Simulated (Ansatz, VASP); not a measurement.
# One calculation of HfN, two programs

```
Hf N
1.0
     3.13391    0.00000    0.00000
    -1.56695    2.71404    0.00000
     0.00000    0.00000    5.41677
Hf N
2 2
Cartesian
  1.5670 0.9047 4.0626
  0.0000 1.8094 1.3542
  0.0000 0.0000 0.0000
  0.0000 0.0000 2.7084
```

Alike in both runs: task single point; functional PBE; k mesh 6 × 6 × 4; occupations gaussian, width 0.1 eV; no spin polarisation.

```csv
,VASP,Ansatz
version,VASP 6.6.1,Ansatz 0.2.0
potentials or method,"VASP PAW PBE potentials, release 64 (Hf_pv, N)","scalar-relativistic, plane waves, PAW"
plane-wave cutoff (eV),520,420
valence electrons in the cell,30,62
```

Ansatz gave:

| Quantity | Value |
| --- | --- |
| gap on the k mesh at the Fermi level (eV) | none |
| pressure (GPa) | 6.2 |
| largest component of the traceless stress (GPa) | 0.83 |

**Question.** What did VASP give for the same quantities?

**Answer.** gap on the k mesh at the Fermi level (eV): none; pressure (GPa): 3.9; largest component of the traceless stress (GPa): 0.92.

A gap of «none» marks a metal or a gap that the smearing closes. The two sets of potentials don't hold the same shells in valence.

Caveats: the k mesh is coarse (spacing up to 0.39 Å⁻¹), so the values aren't converged. Spin-orbit coupling is left out, which matters for the levels of Hf.
